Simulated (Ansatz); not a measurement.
Harmonic thermodynamics of Si

The calculation used DFT PBE, scalar-relativistic, plane waves, PAW in Ansatz 0.2.0. Settings: 420 eV plane-wave cutoff, Γ-centred 12×12×6 mesh, fixed occupations. No spin polarisation. Phonons by linear response, acoustic sum rule imposed.

Relaxed structure:
```yaml
crystal:
  lattice:
    - [3.85131, 0.00000, 0.00000]
    - [-1.92566, 3.33533, 0.00000]
    - [0.00000, 0.00000, 6.36575]
  atoms:
    - { symbol: Si, position: [0.66667, 0.33333, 0.56294] }
    - { symbol: Si, position: [0.33333, 0.66667, 0.06294] }
    - { symbol: Si, position: [0.66667, 0.33333, 0.93706] }
    - { symbol: Si, position: [0.33333, 0.66667, 0.43706] }
```

The cell was relaxed from a distorted copy of a database structure. The q mesh is coarse, so values between its points are rough. This form isn't the element's ground state: it lies 10 meV/atom above the standard structure at this level.

Force constants from linear response on a 2×2×1 q mesh, interpolated to a fine mesh.

Phonon density of states, in bins of 10 cm⁻¹:
(bin centre (cm⁻¹), share of modes (%)): (5, 0.0), (15, 0.0), (25, 0.1), (35, 0.1), (45, 0.2), (55, 0.4), (65, 0.5), (75, 0.8), (85, 1.1), (95, 1.5), (105, 2.1), (115, 2.7), (125, 2.8), (135, 2.9), (145, 2.7), (155, 2.9), (165, 3.9), (175, 2.9), (185, 2.5), (195, 2.6), (205, 1.9), (215, 0.9), (225, 0.4), (235, 0.5), (245, 0.5), (255, 0.6), (265, 0.7), (275, 0.9), (285, 1.1), (295, 1.4), (305, 1.3), (315, 1.4), (325, 1.9), (335, 1.9), (345, 1.3), (355, 0.3), (365, 0.4), (375, 1.3), (385, 2.4), (395, 1.9), (405, 1.9), (415, 1.7), (425, 1.4), (435, 1.3), (445, 2.1), (455, 6.0), (465, 10.0), (475, 12.0), (485, 6.1), (495, 1.5)

Question: Give the zero-point energy per atom.

Answer: 59.9 meV.

Question: How large are the vibrational entropy and heat capacity at 300 K?

Answer: S = 2.44 k_B and C_V = 2.41 k_B per atom, 80 % of the Dulong–Petit value.

Question: Tabulate them against temperature.

Answer:
```tsv
T (K)	F_vib (meV/atom)	S (k_B/atom)	C_V (k_B/atom)
100	58.2	0.56	0.96
200	49.1	1.55	1.93
300	31.8	2.44	2.41
400	7.5	3.17	2.64
500	-22.5	3.77	2.76
600	-57.3	4.28	2.83
700	-96.1	4.72	2.87
800	-138.5	5.11	2.90
900	-184.0	5.45	2.92
1000	-232.4	5.76	2.94
```
